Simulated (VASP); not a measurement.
A run of VASP 6.6.1:

INCAR

```
ALGO = Fast ; EDIFF = 1E-6
ENCUT = 520 ; GGA = PE
ISIF = 2 ; ISMEAR = 0
ISPIN = 2 ; LASPH = True
LCHARG = False ; LMAXMIX = 4
LORBIT = 11 ; LREAL = False
LWAVE = False ; MAGMOM = 2.44 -2.44 0 0 0 0
NBANDS = 38 ; NELM = 150
PREC = Accurate ; SIGMA = 0.1
```

File KPOINTS:

```
k-points
0
Gamma
  4 4 6
```

POSCAR

```
MnO2
1.0
    4.4234524605     -0.0000011890      0.0000000000
   -0.0000011890      4.4234524605      0.0000000000
    0.0000000000      0.0000000000      2.8700194321
Mn O
2 4
Direct
    0.0000000000      0.0000000000      0.0000000000
    0.5000000000      0.5000000000      0.5000000000
    0.3043405289      0.3043405289      0.0000000000
    0.1956596528      0.8043403472      0.5000000000
    0.6956594711      0.6956594711      0.0000000000
    0.8043403472      0.1956596528      0.5000000000
```

Potentials or basis: VASP PAW PBE potentials, release 64 (Mn_pv, O).

Run with:

```bash
$ cat potpaw_PBE.64/Mn_pv/POTCAR potpaw_PBE.64/O/POTCAR > POTCAR
$ mpirun -np 1 vasp_std > vasp.out
```

Hardware: 1 thread of AMD EPYC 7R13 Processor (Zen 3), on a shared host.

Problem. Estimate the wall time of this run.

Solution. It took 100 s on 1 thread of AMD EPYC 7R13 Processor (Zen 3), on a shared host, peak memory 0.21 GiB. Counts: scf iterations 17, k points 24.
